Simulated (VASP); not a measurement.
Here is a VASP 6.6.1 calculation.

INCAR

```
PREC = Accurate ; ENCUT = 600
EDIFF = 1E-7 ; ISMEAR = 0
SIGMA = 0.03 ; LREAL = F
LASPH = T ; NELM = 80
ALGO = Normal ; ISIF = 3
LWAVE = F ; LCHARG = F
GGA = PS ; IBRION = 2
NSW = 90 ; EDIFFG = -0.005
KPAR = 2
```

File KPOINTS:

```
Automatic mesh
0
Gamma
  8 8 8
```

Contents of POSCAR:

```
CdSe                                    
1.0
    0.0000000000      3.0462071943      3.0462071943
    3.0462071943     -0.0000000000      3.0462071943
    3.0462071943      3.0462071943      0.0000000000
  Cd              Se            
     1     1
Direct
     0.0000000000000000    0.0000000000000000    0.0000000000000000
     0.2500000000000000    0.2500000000000000    0.2500000000000000
```

Potentials or basis: VASP PAW PBE potentials, release 64 (Cd, Se).

Run with:

```console
$ cat potpaw_PBE.64/Cd/POTCAR potpaw_PBE.64/Se/POTCAR > POTCAR
$ mpirun -np 2 vasp_std > vasp.out
```

Predict the band gap on the k mesh.

0.47 eV, direct.

Final structure:
```xyz
2
Lattice="0.0000 3.0462 3.0462 3.0462 0.0000 3.0462 3.0462 3.0462 0.0000" Properties=species:S:1:pos:R:3 pbc="T T T"
Cd    0.0000    0.0000    0.0000
Se    1.5231    1.5231    1.5231
```

Caveat: the relaxation stopped at its first step, so nothing moved.
